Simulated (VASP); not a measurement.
Input of a VASP 6.6.1 run:

INCAR

```
SYSTEM = Ga2O3
PREC = Accurate ; ENCUT = 520
EDIFF = 1E-6 ; ISMEAR = 0
SIGMA = 0.03 ; LREAL = .False.
LASPH = .True. ; NELM = 80
ALGO = Normal ; ISIF = 2
LWAVE = .False. ; LCHARG = .False.
MAGMOM = 0 0 0 0 0 0 0 0 0 0 0 0 0 0 0 0 0 0 0 0 0 0 0 0 0 0 0 0 0 0 ; LORBIT = 11
LSORBIT = .True. ; GGA_COMPAT = .False.
GGA = PS ; NBANDS = 110
KPAR = 4
```

File KPOINTS:

```
Automatic mesh
0
Gamma
  8 8 4
  0 0 0
```

Contents of POSCAR:

```
Ga2O3                                   
1.0
    6.1372135066     -1.5245740791      0.0077636024
    6.1372135066      1.5245740791      0.0077636024
   -1.3856956690      0.0000000000      5.6439506799
  Ga              O             
     4     6
Direct
     0.0904460712728817    0.0904460712728817    0.7951699098881900
     0.9095539287271183    0.9095539287271183    0.2048300901118099
     0.6587144043756198    0.6587144043756198    0.3141629936152404
     0.3412855956243802    0.3412855956243802    0.6858370063847595
     0.1652143760921523    0.1652143760921523    0.1093128317958439
     0.8347856239078477    0.8347856239078477    0.8906871682041562
     0.1732094773292245    0.1732094773292245    0.5628329862863374
     0.8267905226707757    0.8267905226707757    0.4371670137136625
     0.4962355413631818    0.4962355413631818    0.2560002972435891
     0.5037644586368184    0.5037644586368184    0.7439997027564108
```

KPOINTS_OPT

```
explicit points
78
Reciprocal
 0.0000000000  0.5000000000  0.0000000000 1
 0.0000000000  0.4444444444  0.0000000000 1
 0.0000000000  0.3888888889  0.0000000000 1
 0.0000000000  0.3333333333  0.0000000000 1
 0.0000000000  0.2777777778  0.0000000000 1
 0.0000000000  0.2222222222  0.0000000000 1
 0.0000000000  0.1666666667  0.0000000000 1
 0.0000000000  0.1111111111  0.0000000000 1
 0.0000000000  0.0555555556  0.0000000000 1
 0.0000000000  0.0000000000  0.0000000000 1
 0.0000000000  0.0000000000  0.0000000000 1
 0.0000000000  0.0000000000 -0.0555555556 1
 0.0000000000  0.0000000000 -0.1111111111 1
 0.0000000000  0.0000000000 -0.1666666667 1
 0.0000000000  0.0000000000 -0.2222222222 1
 0.0000000000  0.0000000000 -0.2777777778 1
 0.0000000000  0.0000000000 -0.3333333333 1
 0.0000000000  0.0000000000 -0.3888888889 1
 0.0000000000  0.0000000000 -0.4444444444 1
 0.0000000000  0.0000000000 -0.5000000000 1
 0.0000000000  0.5000000000 -0.5000000000 1
 0.0000000000  0.4444444444 -0.4444444444 1
 0.0000000000  0.3888888889 -0.3888888889 1
 0.0000000000  0.3333333333 -0.3333333333 1
 0.0000000000  0.2777777778 -0.2777777778 1
 0.0000000000  0.2222222222 -0.2222222222 1
 0.0000000000  0.1666666667 -0.1666666667 1
 0.0000000000  0.1111111111 -0.1111111111 1
 0.0000000000  0.0555555556 -0.0555555556 1
 0.0000000000  0.0000000000  0.0000000000 1
 0.0000000000  0.0000000000  0.0000000000 1
-0.0555555556 -0.0555555556  0.0555555556 1
-0.1111111111 -0.1111111111  0.1111111111 1
-0.1666666667 -0.1666666667  0.1666666667 1
-0.2222222222 -0.2222222222  0.2222222222 1
-0.2777777778 -0.2777777778  0.2777777778 1
-0.3333333333 -0.3333333333  0.3333333333 1
-0.3888888889 -0.3888888889  0.3888888889 1
-0.4444444444 -0.4444444444  0.4444444444 1
-0.5000000000 -0.5000000000  0.5000000000 1
-0.5000000000  0.0000000000  0.5000000000 1
-0.4444444444  0.0000000000  0.4444444444 1
-0.3888888889  0.0000000000  0.3888888889 1
-0.3333333333  0.0000000000  0.3333333333 1
-0.2777777778  0.0000000000  0.2777777778 1
-0.2222222222  0.0000000000  0.2222222222 1
-0.1666666667  0.0000000000  0.1666666667 1
-0.1111111111  0.0000000000  0.1111111111 1
-0.0555555556  0.0000000000  0.0555555556 1
 0.0000000000  0.0000000000  0.0000000000 1
 0.0000000000  0.0000000000  0.0000000000 1
-0.0555555556 -0.0555555556  0.0000000000 1
-0.1111111111 -0.1111111111  0.0000000000 1
-0.1666666667 -0.1666666667  0.0000000000 1
-0.2222222222 -0.2222222222  0.0000000000 1
-0.2777777778 -0.2777777778  0.0000000000 1
-0.3333333333 -0.3333333333  0.0000000000 1
-0.3888888889 -0.3888888889  0.0000000000 1
-0.4444444444 -0.4444444444  0.0000000000 1
-0.5000000000 -0.5000000000  0.0000000000 1
-0.5000000000  0.0000000000  0.0000000000 1
-0.4444444444  0.0000000000  0.0000000000 1
-0.3888888889  0.0000000000  0.0000000000 1
-0.3333333333  0.0000000000  0.0000000000 1
-0.2777777778  0.0000000000  0.0000000000 1
-0.2222222222  0.0000000000  0.0000000000 1
-0.1666666667  0.0000000000  0.0000000000 1
-0.1111111111  0.0000000000  0.0000000000 1
-0.0555555556  0.0000000000  0.0000000000 1
 0.0000000000  0.0000000000  0.0000000000 1
 0.0000000000  0.0000000000  0.0000000000 1
 0.0000000000  0.5000000000 -0.5000000000 1
-0.5000000000 -0.5000000000  0.0000000000 1
-0.5000000000  0.0000000000  0.5000000000 1
-0.5000000000  0.0000000000  0.0000000000 1
 0.0000000000  0.5000000000  0.0000000000 1
 0.0000000000  0.0000000000 -0.5000000000 1
-0.5000000000 -0.5000000000  0.5000000000 1
```

Potentials or basis: VASP PAW PBE potentials, release 64 (Ga_d, O).

Launch:

```console
$ cat potpaw_PBE.64/Ga_d/POTCAR potpaw_PBE.64/O/POTCAR > POTCAR
$ mpirun -np 4 vasp_ncl > vasp.out
```

Question: Predict the pressure.

Answer: 0.2 GPa.

Question: What does it give for the largest force?

Answer: 0.004 eV/Å.

Forces on the atoms (eV/Å):
```
Ga   0.000  0.000  0.000
Ga   0.000  0.000  0.000
Ga   0.002  0.000  0.000
Ga  -0.002  0.000  0.000
O    0.004  0.000  0.000
O   -0.004  0.000  0.000
O    0.001  0.000 -0.003
O   -0.001  0.000  0.003
O    0.002  0.000 -0.001
O   -0.002  0.000  0.001
```

Caveat: the PAW data sets were made with another functional, which shifts forces and pressure a little.
